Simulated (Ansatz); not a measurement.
Crystal: CdF2.

```
Cd F
1.0
     0.00000    2.69400    2.69400
     2.69400    0.00000    2.69400
     2.69400    2.69400    0.00000
Cd F
1 2
Direct
  0.00000 0.00000 0.00000
  0.75000 0.75000 0.75000
  0.25000 0.25000 0.25000
```

Base run:

```yaml
Program: Ansatz 0.2.0
Functional: PBE
Potentials_or_basis: all-electron LAPW, scalar-relativistic
Cutoff: 293 eV
Density_cutoff: 1171 eV
Basis_error_allowed: 0.002 eV/atom
k_mesh: 9 × 9 × 9
Occupations: fermi-dirac, width 0.05 eV
Spin: no spin polarisation
```

Its results: band gap on the k mesh 3.12 eV, indirect (least direct gap 3.60 eV); pressure 5.4 GPa.

**Question.** After a change of settings the same cell gave: band gap on the k mesh 2.82 eV, indirect (least direct gap 3.27 eV); pressure -5.7 GPa. Which change was it?
A. basis error allowed from 0.002 eV/atom to 0.001 eV/atom
B. functional from PBE to PBEsol
C. functional from PBE to LDA
D. functional from PBE to PBEsol; basis error allowed from 0.002 eV/atom to 0.001 eV/atom

**Answer.** C.

LDA binds more tightly than PBE, so the same cell stands under less pressure.

Not every run made on this cell is shown here.
